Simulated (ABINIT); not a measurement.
Al in ABINIT: the effect of functional

Crystal: Al.

```
Al
1.0
    -1.59122    1.59122    1.59122
     1.59122   -1.59122    1.59122
     1.59122    1.59122   -1.59122
Al
1
Cartesian
  0.0000 0.0000 0.0000
```

This isn't the form of Al at room conditions, which is fcc.

Alike in all runs:

```yaml
Program: ABINIT 10.8.3 (patched build)
Task: single point
Potentials_or_basis: JTH PAW PBE v2.0
Cutoff: 490 eV
k_mesh: 12 × 12 × 12
Occupations: fermi-dirac, width 0.05 eV
Spin: no spin polarisation
```

```csv
functional,pressure (GPa)
PBE,3.7
LDA,1.4
PBEsol,2.5
RPBE,4.7
BLYP,?
AM05,1.7
r2SCAN,1.0
SCAN,3.7
revPBE,4.5
PW91,4.3
WC,2.8
```

What does the run with functional BLYP give?

Pressure 7.9 GPa.

Caveats: the PAW data sets were made with another functional, which shifts forces and pressure a little (some runs).
